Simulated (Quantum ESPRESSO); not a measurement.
Crystal: HfO2.

```xyz
3
Lattice="0.0000 2.5575 2.5575 2.5575 0.0000 2.5575 2.5575 2.5575 0.0000" Properties=species:S:1:pos:R:3 pbc="T T T"
Hf    0.0000    0.0000    0.0000
O     3.8363    3.8363    3.8363
O     1.2788    1.2788    1.2788
```

Measurements of this composition are mostly on another form, of space group No. 14.

- Program: Quantum ESPRESSO 7.5
- Task: Hubbard U by linear response
- Functional: PBE
- Potentials or basis: GBRV 1.5 PBE
- Cutoff: 612 eV
- Density cutoff: 4898 eV
- k mesh: 6 × 6 × 6
- Occupations: fermi-dirac, width 0.05 eV
- Spin: no spin polarisation
- Hubbard terms: Hf d U = 6.0 eV
- Start of the occupations: default
- Hubbard projectors: atomic
- Mixing beta: 0.3
- Most SCF iterations: 120
- SCF threshold: 6e-10 Ry
- q mesh: 2 × 2 × 2

The first run showed a gap, so the response started from a second, tighter run with fixed occupations.

Problem. What Hubbard parameters does linear response give?

Solution. U = 1.72 eV on Hf 5d. The values belong to these projectors, potentials and this ground state, and don't carry over to other codes.

Hubbard U from linear response:
```csv
site,manifold,U (eV)
1,Hf-5d,1.72
```
On the first site the bare response is -0.330 and the screened one -0.211 eV⁻¹.

Eigenvalues of the final occupation matrices:
```csv
site,spin,trace,eigenvalues
Hf 1 5d,each,1.67,0.17 0.17 0.45 0.45 0.45
```

Caveat: spin-orbit coupling is left out, which moves the levels of the heavy elements.
